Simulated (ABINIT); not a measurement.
The system is BP.

```
CELL_PARAMETERS angstrom
0.00000 2.26900 2.26900
2.26900 0.00000 2.26900
2.26900 2.26900 0.00000
ATOMIC_POSITIONS crystal
P 0.75000 0.75000 0.75000
B 0.00000 0.00000 0.00000
```

Base run:

- Program: ABINIT 10.8.3 (patched build)
- Functional: PBE
- Potentials or basis: JTH PAW PBE v2.0
- Cutoff: 544 eV
- k mesh: 10 × 10 × 10
- Occupations: fermi-dirac, width 0.05 eV
- Spin: no spin polarisation

Its results: band gap on the k mesh 1.24 eV, indirect (least direct gap 3.40 eV); pressure 1.0 GPa.

Q: After a change of settings the same cell gave: band gap on the k mesh 1.31 eV, indirect (least direct gap 3.38 eV); pressure 2.1 GPa. Which change was it?
A. functional from PBE to WC
B. functional from PBE to r2SCAN; cutoff from 544 eV to 653 eV; fine-grid cutoff from 1088.46 eV to 1251.72 eV
C. k mesh from 10 × 10 × 10 to 4 × 4 × 4
D. functional from PBE to BLYP

A: C.

Caveats: some runs use coarse meshes.
